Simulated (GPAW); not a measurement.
# Au (Fm-3m) in GPAW: notebook

One crystal, Au, is run at these levels: MS2, WC, BEEF-vdW, PBE; tasks: band structure, equation of state.

Program: GPAW 26.7.0. These are calculated values, not measurements. Logs are shortened: lines on timing, memory, paths and dates and some standing lists are left out, and cuts for length are marked. The log counts tension as positive stress, the text compression.

**Experimental background.**

“Exploring toroidal anvil profiles for larger sample volumes above 4 Mbar”, 2024, pmc:11102561 quotes, for a bulk crystal of Au: bulk modulus 167 GPa.

The results are compared with them further down.

## 1. Starting point

The structure is cubic, space group Fm-3m (No. 225). The conventional cell has a = 4.070 Å, b = 4.070 Å, c = 4.070 Å, α = 90.00°, β = 90.00°, γ = 90.00°. Around Au (site symmetry m-3m) lie 12 Au at 2.88 Å.

## 2. Band structure, MS2, spin-orbit coupling, no magnetisation

Contents of run.py:

```python
import numpy as np
from ase.dft.bandgap import bandgap
from ase.io import read, write
from ase.units import GPa
from gpaw import GPAW, PW
from gpaw.spinorbit import soc_eigenstates

atoms = read('Au.cif')

calc = GPAW(mode=PW(600),
            xc='MGGA_X_MS2+GGA_C_REGTPSS',
            kpts={'size': (11, 11, 11), 'gamma': True},
            occupations={'name': 'fermi-dirac', 'width': 0.05},
            nbands=14,
            convergence={'density': 1e-05, 'energy': 1e-05},
            maxiter=150,
            txt='gpaw.txt')
atoms.calc = calc
energy = atoms.get_potential_energy()
forces = atoms.get_forces()
stress = atoms.get_stress()
calc.write('gs.gpw')
write('result.traj', atoms)
print(f'Energy: {energy:.6f} eV')
print('Forces (eV/A):')
print(forces.round(4))
print('Stress (GPa):', (stress / GPa).round(3))
print('Fermi level:', round(calc.get_fermi_level(), 4), 'eV')
print(f'Gap: {bandgap(calc)[0]:.4f} eV, direct: {bandgap(calc, direct=True)[0]:.4f} eV')

path = atoms.cell.bandpath('GXWKGLUWLK,UX', npoints=80, eps=1e-4)
bs_calc = calc.fixed_density(kpts=path, symmetry='off', nbands=21,
                             convergence={'bands': 'CBM+6.0', 'eigenstates': 1e-6}, txt='bands.txt')
bs = bs_calc.band_structure()
bs.write('bs.json')
print(f'Gap on the path: {bandgap(bs_calc)[0]:.4f} eV')

soc = soc_eigenstates(bs_calc, theta=0, phi=0, ignore_xc_potential=True)
np.savetxt('soc_bands.dat', soc.eigenvalues(), fmt='%.4f')
mesh = soc_eigenstates('gs.gpw', theta=0, phi=0, ignore_xc_potential=True)
np.savetxt('soc_mesh.dat', mesh.eigenvalues(), fmt='%.4f')
print('Fermi level with spin-orbit coupling:', round(mesh.fermi_level, 4), 'eV')
```

Contents of Au.cif:

```cif
data_Au
_cell_length_a 2.87792460
_cell_length_b 2.87792460
_cell_length_c 2.87792460
_cell_angle_alpha 60.00000000
_cell_angle_beta 60.00000000
_cell_angle_gamma 60.00000000
_space_group_name_H-M_alt 'P1'
_space_group_name_Hall 'P 1'
_space_group_IT_number 1
loop_
_space_group_symop_operation_xyz
'x,y,z'
loop_
_atom_site_label
_atom_site_type_symbol
_atom_site_symmetry_multiplicity
_atom_site_Wyckoff_symbol
_atom_site_fract_x
_atom_site_fract_y
_atom_site_fract_z
_atom_site_occupancy
Au1 Au 1 a 0.0000000000 0.0000000000 0.0000000000 1
```

Potentials or basis: GPAW PAW data sets (gpaw-data 1.2.1), pw.

Command:

```sh
OMP_NUM_THREADS=1 python run.py
```

gpaw.txt:

```text
__  _  _
 | _ |_)|_||  |
 |__||  | ||/\| - 26.7.0

Input parameters:
  mode=PW(ecut=600.0),
  convergence={'density': 1e-05, 'energy': 1e-05},
  kpts=MonkhorstPack(size=(11, 11, 11), gamma=True),
  maxiter=150,
  nbands=14,
  occupations=Occupations(name='fermi-dirac', width=0.05),
  xc=XC(name='MGGA_X_MS2+GGA_C_REGTPSS')

Diagonalizing LCAO Hamiltonian
Converting LCAO to pw mode

       Au

Atoms  # Å, Bohr magnetons
|   | symbol |        x |        y |        z |    initial magnetic moments |
|---|--------|----------|----------|----------|-----------------------------|
| 0 |     Au | 0.000000 | 0.000000 | 0.000000 | ( 0.0000,  0.0000,  0.0000) |

Unit cell  # Å
| periodic |        x |        y |        z |  lengths |    angles |
|----------|----------|----------|----------|----------|-----------|
|      yes | 2.877925 | 0.000000 | 0.000000 | 2.877925 | 60.000000 |
|      yes | 1.438962 | 2.492356 | 0.000000 | 2.877925 | 60.000000 |
|      yes | 1.438962 | 0.830785 | 2.349816 | 2.877925 | 60.000000 |

Number of symmetries: 48
Symmetry operations  # r_c * U_cc + t_c -> r_c
|    | kind |            matrix            |
|----|------|------------------------------|
|  0 |  σ   |  1, 0, 0,  1, 0,-1,  1,-1, 0 |
|  1 |  C2  |  1, 0, 0,  1,-1, 0,  1, 0,-1 |
|  2 |  E   |  1, 0, 0,  0, 1, 0,  0, 0, 1 |
|  3 |  σ   |  1, 0, 0,  0, 0, 1,  0, 1, 0 |
|  4 |  C4  |  1, 0,-1,  1, 0, 0,  1,-1, 0 |
|  5 |  S6  |  1, 0,-1,  1,-1, 0,  1, 0, 0 |
|  6 |  σ   |  1, 0,-1,  0, 1,-1,  0, 0,-1 |
|  7 |  C3  |  1, 0,-1,  0, 0,-1,  0, 1,-1 |
|  8 |  S6  |  1,-1, 0,  1, 0, 0,  1, 0,-1 |
|  9 |  C4  |  1,-1, 0,  1, 0,-1,  1, 0, 0 |
| 10 |  C3  |  1,-1, 0,  0,-1, 1,  0,-1, 0 |
| 11 |  σ   |  1,-1, 0,  0,-1, 0,  0,-1, 1 |
| 12 |  σ   |  0, 1, 0,  1, 0, 0,  0, 0, 1 |
| 13 |  C4  |  0, 1, 0,  0, 1,-1, -1, 1, 0 |
| 14 |  C3  |  0, 1, 0,  0, 0, 1,  1, 0, 0 |
| 15 |  S6  |  0, 1, 0, -1, 1, 0,  0, 1,-1 |
| 16 |  C2  |  0, 1,-1,  1, 0,-1,  0, 0,-1 |
| 17 |  σ   |  0, 1,-1,  0, 1, 0, -1, 1, 0 |
| 18 |  S4  |  0, 1,-1,  0, 0,-1,  1, 0,-1 |
| 19 |  C4  |  0, 1,-1, -1, 1, 0,  0, 1, 0 |
| 20 |  C3  |  0, 0, 1,  1, 0, 0,  0, 1, 0 |
| 21 |  σ   |  0, 0, 1,  0, 1, 0,  1, 0, 0 |
| 22 |  S6  |  0, 0, 1,  0,-1, 1, -1, 0, 1 |
| 23 |  C4  |  0, 0, 1, -1, 0, 1,  0,-1, 1 |
| 24 |  S4  |  0, 0,-1,  1, 0,-1,  0, 1,-1 |
| 25 |  C3  |  0, 0,-1,  0, 1,-1,  1, 0,-1 |
| 26 |  C2  |  0, 0,-1,  0,-1, 0, -1, 0, 0 |
| 27 |  S6  |  0, 0,-1, -1, 0, 0,  0,-1, 0 |
| 28 |  S4  |  0,-1, 1,  1,-1, 0,  0,-1, 0 |
| 29 |  C4  |  0,-1, 1,  0, 0, 1, -1, 0, 1 |
| 30 |  C2  |  0,-1, 1,  0,-1, 0,  1,-1, 0 |
| 31 |  σ   |  0,-1, 1, -1, 0, 1,  0, 0, 1 |
| 32 |  C3  |  0,-1, 0,  1,-1, 0,  0,-1, 1 |
| 33 |  S6  |  0,-1, 0,  0, 0,-1, -1, 0, 0 |
| 34 |  S4  |  0,-1, 0,  0,-1, 1,  1,-1, 0 |
| 35 |  C2  |  0,-1, 0, -1, 0, 0,  0, 0,-1 |
| 36 |  C2  | -1, 1, 0,  0, 1, 0,  0, 1,-1 |
| 37 |  S6  | -1, 1, 0,  0, 1,-1,  0, 1, 0 |
| 38 |  S4  | -1, 1, 0, -1, 0, 1, -1, 0, 0 |
| 39 |  C3  | -1, 1, 0, -1, 0, 0, -1, 0, 1 |
| 40 |  S6  | -1, 0, 1,  0, 0, 1,  0,-1, 1 |
| 41 |  C2  | -1, 0, 1,  0,-1, 1,  0, 0, 1 |
| 42 |  C3  | -1, 0, 1, -1, 1, 0, -1, 0, 0 |
| 43 |  S4  | -1, 0, 1, -1, 0, 0, -1, 1, 0 |
| 44 |  C2  | -1, 0, 0,  0, 0,-1,  0,-1, 0 |
| 45 |  i   | -1, 0, 0,  0,-1, 0,  0, 0,-1 |
| 46 |  σ   | -1, 0, 0, -1, 1, 0, -1, 0, 1 |
| 47 |  C2  | -1, 0, 0, -1, 0, 1, -1, 1, 0 |

BZ-sampling:
  Number of BZ points: 1331
  Number of IBZ points: 56

  Monkhorst-Pack size: [11, 11, 11]
  Monkhorst-Pack shift: [0, 0, 0]

K-points  # in reciprocal-cell coordinates
|     |                                coordinates |     weight |
|-----|--------------------------------------------|------------|
|   0 | (  0.00000000,   0.00000000,   0.00000000) | 0.00075131 |
|   1 | (  0.09090909,   0.09090909,   0.00000000) | 0.00450789 |
|   2 | (  0.09090909,   0.09090909,   0.09090909) | 0.00601052 |
|   3 | (  0.18181818,   0.09090909,   0.09090909) | 0.00901578 |
|   4 | (  0.18181818,   0.18181818,   0.00000000) | 0.00450789 |
|   5 | (  0.18181818,   0.18181818,   0.09090909) | 0.01803156 |
|   6 | (  0.18181818,   0.18181818,   0.18181818) | 0.00601052 |
|   7 | (  0.27272727,   0.18181818,   0.09090909) | 0.01803156 |
|   8 | (  0.27272727,   0.18181818,   0.18181818) | 0.01803156 |
|   9 | (  0.27272727,   0.27272727,   0.00000000) | 0.00450789 |
| ... |                                            |            |
|  55 | (  0.45454545,   0.45454545,   0.45454545) | 0.00601052 |

Plane wave coefficients: 572
Cutoff: 600.0 eV

Spin-components: 1 (collinear spins)
Bands:           14
Projectors:      6
Spin-degeneracy: 2
Datatype:        complex128

Parallelization:
  kpt:    1
  domain: 1
  band:   1

Density:
  Valence electrons: 11.0
  Components: 1
  Grid points: [18 18 18]
  Charge: 0.0  # |e|

Potential:
  Grid points: [18 18 18]

species:
  Au:
    name:    Gold
    Z:       79.0
    valence: 11
    core:    68
    charge:  0.0  # [|e|]
    compensation charges:
      type: gauss
      rc: 0.42  # [Å]
      lmax: 2
    cutoffs:
      filter: 2.33  # [Å]
      core: 2.81  # [Å]
    projectors
    | kind |    occ | energy [eV] | rcut [Å] |
    |------|--------|-------------|----------|
    |   6s |  1.000 |      -5.728 |    1.323 |
    |   6p |  0.000 |      -0.775 |    1.323 |
    |   5d | 10.000 |      -6.891 |    1.323 |
    |    s |        |      21.484 |    1.323 |
    |    p |        |      26.436 |    1.323 |
    |    d |        |      20.321 |    1.323 |

    Using partial waves for Au as LCAO basis

Reference energy: -516598.271109  # eV

eigensolver:
  PPCG
  Converge bands: occupied
  niter=2

density mixing:
  MSR1-Mixer
  Pratt-step length: 0.05
  Maximum mixing coefficient: 0.75
  Old densities: 10
  SVD Regularization: 0.005
  Good broyden scale: 1.0
  Trust region scale: 1.0
  Backstep threshold: 4.0
  History deletion threshold: 6.0
  Fourier metric: weight=20.0, sigma=0.015

occupation numbers:
  Fermi-Dirac:
    width: 0.0500  # eV

poisson solver:
  ecut: 4800.0  # eV

xc functional:
  name: MGGA_X_MS2+GGA_C_REGTPSS with 2 nearest neighbor stencil

convergence criteria:
- Maximum integral of absolute [dens]ity change: 1e-05 electrons / valence electron
- Maximum [total energy] change in last 3 cyles: 1e-05 eV / valence electron
- Maximum integral of absolute [eigenst]ate change: 4e-08 eV^2 / valence electron
maximum number of iterations: 150

SCF iterations
|iter     | |      energy | eigst |  dens |
|---------|-|-------------|-------|-------|
|iter:   1| |   22.810452 | +0.33 |       |
|iter:   2| |   29.429033 | -0.45 | -0.79 |
|iter:   3| |   29.473105 | -3.09 | -1.17 |
|iter:   4| |   29.557618 | -3.16 | -1.24 |
|iter:   5| |   29.596822 | -3.13 | -1.45 |
|iter:   6| |   29.599339 | -3.93 | -1.89 |
|iter:   7| |   29.597746 | -4.31 | -2.30 |
|iter:   8| |   29.599696 | -4.45 | -2.21 |
|iter:   9| |   29.599824 | -5.36 | -2.79 |
|iter:  10| |   29.599825 | -6.78 | -3.68 |
|iter:  11| |   29.599826c| -7.41c| -4.20 |
|iter:  12| |   29.599826c| -8.96c| -5.74c|

Converged in 12 steps
Energy contributions relative to reference atoms: (reference = -516598.271109)

Energy contributions:
  Kinetic:          -8.246998
  Coulomb:           6.939950
  Zero:              0.163002
  External:          0.000000
  Xc:               30.744870
  Entropy:          -0.001997
  Spinorbit:         0.000000
  ----------------------------
  Free energy:      29.598827
  Extrapolated:     29.599826

dipole moment: (-19.666500, -11.354459, -8.028815)  # |e|*Ang

Fermi level: 9.947
Eigenvalues  # (at kpt = [0.000, 0.000, 0.000])
| band index |      eig [eV] | occ [0-2] |
|------------|---------------|-----------|
|          0 |        -0.109 |     2.000 |
|          1 |         5.193 |     2.000 |
|          2 |         5.193 |     2.000 |
|          3 |         5.193 |     2.000 |
|          4 |         6.722 |     2.000 |
|          5 |         6.722 |     2.000 |
|          6 |        25.801 |     0.000 |
|          7 |        29.713 |     0.000 |
|          8 |        29.713 |     0.000 |
|          9 |        29.713 |     0.000 |
|         10 |        33.723 |     0.000 |
|         11 |        38.125 |     0.000 |
|         12 |        38.125 |     0.000 |
|         13 |        38.125 |     0.000 |

No gap
No difference between direct/indirect transitions

Forces  # eV/Ang
|        x |       y |       z |
|----------|---------|---------|
| -0.00000 | 0.00000 | 0.00000 |  # Au   0

Stress tensor  # eV/Ang^3
|         x |         y |         z |
|-----------|-----------|-----------|
| -0.021417 |  0.000000 | -0.000000 |
|  0.000000 | -0.021417 | -0.000000 |
| -0.000000 | -0.000000 | -0.021417 |

# Writing to gs.gpw (mode='')
```

stdout:

```text
Energy: 29.599826 eV
Forces (eV/A):
[[-0.  0.  0.]]
Stress (GPa): [-3.431 -3.431 -3.431 -0.    -0.     0.   ]
Fermi level: 9.9472 eV
Gap: 0.0000 eV, direct: 0.0000 eV
Gap on the path: 0.0000 eV
Fermi level with spin-orbit coupling: 9.9924 eV
```

bands.txt:

```text
Diagonalizing LCAO Hamiltonian
Converting LCAO to pw mode
convergence criteria:
- Maximum integral of absolute [eigenst]ate change: 1e-06 eV^2 / valence electron
maximum number of iterations: 150

SCF iterations
|iter     | |      energy | eigst |  dens |
|---------|-|-------------|-------|-------|
[... 84 lines left out ...]
         [0.41666667, 0.41666667, 0.66666667],
         [0.40277778, 0.40277778, 0.69444444],
         [0.38888889, 0.38888889, 0.72222222],
         [0.375     , 0.375     , 0.75      ],
         [0.625     , 0.25      , 0.625     ],
         [0.59375   , 0.1875    , 0.59375   ],
         [0.5625    , 0.125     , 0.5625    ],
         [0.53125   , 0.0625    , 0.53125   ],
         [0.5       , 0.        , 0.5       ]])),
  maxiter=150,
  nbands=21,
  occupations=Occupations(name='fermi-dirac', width=0.05),
  symmetry=Symmetry(point_group=False, time_reversal=False),
  xc=XC(name='MGGA_X_MS2+GGA_C_REGTPSS')
```

It took 68 s on 1 thread of AMD EPYC 7R13 (Zen 3), shared host; peak memory 0.33 GiB.

What came out:

| Quantity | Value |
| --- | --- |
| Free energy | 29.5988 eV |
| Pressure | 3.4 GPa |
| Band gap along the path | none (metal or under the smearing width) |

Levels at the corners of the path, in eV from the Fermi level:
| point | band 8 | band 9 | band 10 | band 11 | band 12 | band 13 |
| --- | --- | --- | --- | --- | --- | --- |
| Γ | -4.19 | -2.97 | -2.97 | -2.97 | -2.97 | 15.81 |
| X | -2.04 | -0.96 | -0.96 | 0.56 | 0.56 | 6.06 |
| W | -3.21 | -1.57 | -1.57 | 5.02 | 5.02 | 5.35 |
| K | -2.98 | -1.88 | -1.88 | 3.85 | 3.86 | 4.68 |
| Γ | -4.19 | -2.97 | -2.97 | -2.97 | -2.97 | 15.81 |
| L | -2.31 | -1.57 | -1.57 | -1.35 | -1.35 | 3.32 |
| U | -2.98 | -1.88 | -1.88 | 3.85 | 3.86 | 4.68 |
| W | -3.21 | -1.57 | -1.57 | 5.02 | 5.02 | 5.35 |
| L | -2.31 | -1.57 | -1.57 | -1.35 | -1.35 | 3.32 |
| K | -2.98 | -1.88 | -1.88 | 3.85 | 3.86 | 4.68 |
| U | -2.98 | -1.88 | -1.88 | 3.85 | 3.86 | 4.68 |
| X | -2.04 | -0.96 | -0.96 | 0.56 | 0.56 | 6.06 |

Caveat: with this Au data set, volumes or pressures lay over 1.5 % or 2 GPa off other programs in two to four cells of ten; spin-orbit coupling was added after a scalar SCF, so levels and gaps hold it while energy, forces, pressure and moments don't; this program's spin-orbit splittings come out too wide for heavy elements; the PAW data sets were made with another functional, which shifts forces and pressure a little.

## 3. Equation of state, WC

Contents of run.py:

```python
from ase.eos import EquationOfState
from ase.io import Trajectory
from ase.spacegroup import crystal
from ase.units import GPa
from gpaw import GPAW, PW, setup_paths

setup_paths.insert(0, '.')

# Au 4a
atoms = crystal(['Au'],
                basis=[[0.0, 0.0, 0.0]],
                spacegroup=225, setting=1,  # Fm-3m
                cellpar=[4.07, 4.07, 4.07, 90.0, 90.0, 90.0],
                primitive_cell=True)

traj = Trajectory('eos.traj', 'w')
volumes, energies = [], []
for x in [0.94, 0.96, 0.98, 1.0, 1.02, 1.04, 1.06]:
    a = atoms.copy()
    a.set_cell(atoms.cell * x**(1 / 3), scale_atoms=True)
    calc = GPAW(mode=PW(600),
                xc='WC',
                kpts={'size': (11, 11, 11), 'gamma': True},
                occupations={'name': 'fermi-dirac', 'width': 0.05},
                nbands=14,
                convergence={'density': 1e-05, 'energy': 1e-05},
                maxiter=150,
                txt=f'eos-{x:.2f}.txt')
    a.calc = calc
    energies.append(a.get_potential_energy(force_consistent=True))
    volumes.append(a.get_volume())
    p = -a.get_stress()[:3].mean() / GPa
    calc.write(f'eos-{x:.2f}.gpw')
    traj.write(a)
    print(f'{x:.2f} {volumes[-1]:10.4f} A^3 {energies[-1]:14.6f} eV {p:9.3f} GPa', flush=True)

v0, e0, B = EquationOfState(volumes, energies, eos='birchmurnaghan').fit()
print(f'V0 = {v0:.4f} A^3, E0 = {e0:.6f} eV, B0 = {B / GPa:.2f} GPa')
```

Potentials or basis: PAW data sets generated in the run's folder for this functional, pw.

Command:

```sh
gpaw-setup -f WC Au
OMP_NUM_THREADS=1 python run.py
```

It took 70 s on 1 thread of AMD EPYC 7R13 (Zen 3), shared host; peak memory 0.19 GiB.

It converged, with:

- Equilibrium volume: 17.43 Å³/atom
- Bulk modulus: 171 GPa
- Pressure derivative of the bulk modulus: 5.8

Energy against volume, from the lowest point:
```csv
volume (Å³/atom),energy (meV/atom)
15.843,95.35
16.181,56.25
16.518,28.48
16.855,10.63
17.192,1.49
17.529,0.00
17.866,5.20
```

Caveat: with this Au data set, volumes or pressures lay over 1.5 % or 2 GPa off other programs in two to four cells of ten. Spin-orbit coupling is left out, which matters for the levels of Au.

## 4. Equation of state, BEEF-vdW

Contents of run.py:

```python
from ase.eos import EquationOfState
from ase.io import Trajectory, read
from ase.units import GPa
from gpaw import GPAW, PW

atoms = read('Au.cif')

traj = Trajectory('eos.traj', 'w')
volumes, energies = [], []
for x in [0.94, 0.96, 0.98, 1.0, 1.02, 1.04, 1.06]:
    a = atoms.copy()
    a.set_cell(atoms.cell * x**(1 / 3), scale_atoms=True)
    calc = GPAW(mode=PW(600),
                xc={'name': 'BEEF-vdW', 'backend': 'libvdwxc'},
                kpts={'size': (11, 11, 11), 'gamma': True},
                occupations={'name': 'fermi-dirac', 'width': 0.05},
                nbands=14,
                convergence={'density': 1e-05, 'energy': 1e-05},
                maxiter=150,
                txt=f'eos-{x:.2f}.txt')
    a.calc = calc
    energies.append(a.get_potential_energy(force_consistent=True))
    volumes.append(a.get_volume())
    calc.write(f'eos-{x:.2f}.gpw')
    traj.write(a)
    print(f'{x:.2f} {volumes[-1]:10.4f} A^3 {energies[-1]:14.6f} eV', flush=True)

v0, e0, B = EquationOfState(volumes, energies, eos='birchmurnaghan').fit()
print(f'V0 = {v0:.4f} A^3, E0 = {e0:.6f} eV, B0 = {B / GPa:.2f} GPa')
```

Au.cif is that of step 2.

Potentials or basis: GPAW PAW data sets (gpaw-data 1.2.1), pw.

Command:

```sh
OMP_NUM_THREADS=1 python run.py
```

Run time: 67 s. Hardware: 1 thread of AMD EPYC 7R13 (Zen 3), shared host; peak memory 0.21 GiB.

Results (log left out):

```
Equilibrium volume : 19.20 Å³/atom (rough: see the caveat)
Bulk modulus       : 102 GPa (rough)
```

Energy against volume, from the lowest point:
```tsv
volume (Å³/atom)	energy (meV/atom)
15.843	268.57
16.181	197.92
16.518	139.50
16.855	91.68
17.192	53.19
17.529	22.96
17.866	0.00
```

Caveat: with this Au data set, volumes or pressures lay over 1.5 % or 2 GPa off other programs in two to four cells of ten; the minimum lies outside the volumes run; the PAW data sets were made with another functional, which shifts forces and pressure a little.

## 5. Equation of state, PBE

Edit run.py of step 4 so:

```diff
@@ -1,7 +1,13 @@
 from ase.eos import EquationOfState
-from ase.io import Trajectory, read
+from ase.io import Trajectory
+from ase.spacegroup import crystal
 from ase.units import GPa
-from gpaw import GPAW, PW
+from gpaw import GPAW
 
-atoms = read('Au.cif')
+# Au 4a
+atoms = crystal(['Au'],
+                basis=[[0.0, 0.0, 0.0]],
+                spacegroup=225, setting=1,  # Fm-3m
+                cellpar=[4.07, 4.07, 4.07, 90.0, 90.0, 90.0],
+                primitive_cell=True)
 
@@ -12,4 +18,5 @@
     a.set_cell(atoms.cell * x**(1 / 3), scale_atoms=True)
-    calc = GPAW(mode=PW(600),
-                xc={'name': 'BEEF-vdW', 'backend': 'libvdwxc'},
+    calc = GPAW(mode='fd',
+                h=0.16,
+                xc='PBE',
                 kpts={'size': (11, 11, 11), 'gamma': True},
```

Potentials or basis: GPAW PAW data sets (gpaw-data 1.2.1), fd.

Command:

```sh
OMP_NUM_THREADS=1 python run.py
```

Run time: 5 min. Hardware: 1 thread of AMD EPYC 7R13 (Zen 3), shared host; peak memory 0.64 GiB.

The run converged. Its results:

- Equilibrium volume: 18.20 Å³/atom (rough: see the caveat)
- Bulk modulus: 136 GPa (rough)

Energy against volume, from the lowest point:
```tsv
volume (Å³/atom)	energy (meV/atom)
15.843	180.77
16.181	125.22
16.518	81.53
16.855	48.47
17.192	24.70
17.529	8.88
17.866	0.00
```

Caveat: with this Au data set, volumes or pressures lay over 1.5 % or 2 GPa off other programs in two to four cells of ten; the real-space grid adds noise to forces; the minimum lies outside the volumes run. The run has no spin-orbit coupling, so splittings on Au are missing.

## 6. Comparison with measurements

Step 3. A measured bulk modulus of Au is 167 GPa (quoted in “Exploring toroidal anvil profiles for larger sample volumes above 4 Mbar”, 2024, pmc:11102561); the calculated 171 GPa misses it by +2.3 %. The fit is for a static lattice scaled at fixed shape and fixed fractional positions.
